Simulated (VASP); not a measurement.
NiO:

```
Ni O
1.0
     0.00000    2.08590    2.08590
     2.08590    0.00000    2.08590
     2.08590    2.08590    0.00000
Ni O
1 1
Direct
  0.00000 0.00000 0.00000
  0.50000 0.50000 0.50000
```

* Program: VASP 6.6.1
* Task: relaxation of cell and atoms
* Functional: revPBE
* Dispersion: D3(BJ)
* Potentials or basis: VASP PAW PBE potentials, release 64 (Ni, O)
* Cutoff: 600 eV
* k mesh: 11 × 11 × 11
* Occupations: fermi-dirac, width 0.05 eV
* Spin: collinear spin, ferromagnetic start
* Starting moments: [1.0, 0.0] μB

At the start: pressure 4.1 GPa; volume 9.08 Å³/atom.

**Question.** Where does the relaxation end?

**Answer.** Over 3 steps the energy falls by 2.0 meV/atom and the volume is 9.24 Å³/atom (+1.8 %); space group Fm-3m (No. 225, to 0.05 Å); moment 1.81 μB per cell.

The path:
```
step  energy change (eV)  largest force (eV/Å)  pressure (GPa)  volume (Å³)
   1              0.0000                0.0000            4.13        18.15
   2             -0.0010                0.0000           -3.31        18.77
   3             -0.0041                0.0000            0.00        18.48
```

Final structure:
```
Ni O
1.0
     0.00000    2.09830    2.09830
     2.09830    0.00000    2.09830
     2.09830    2.09830    0.00000
Ni O
1 1
Direct
  0.00000 0.00000 0.00000
  0.50000 0.50000 0.50000
```

Caveat: the PAW data sets were made with another functional, which shifts forces and pressure a little; a cell with one magnetic atom can't hold antiferromagnetic order, which such compounds often take; pairwise dispersion overbinds metals, which lowers pressure and volume.
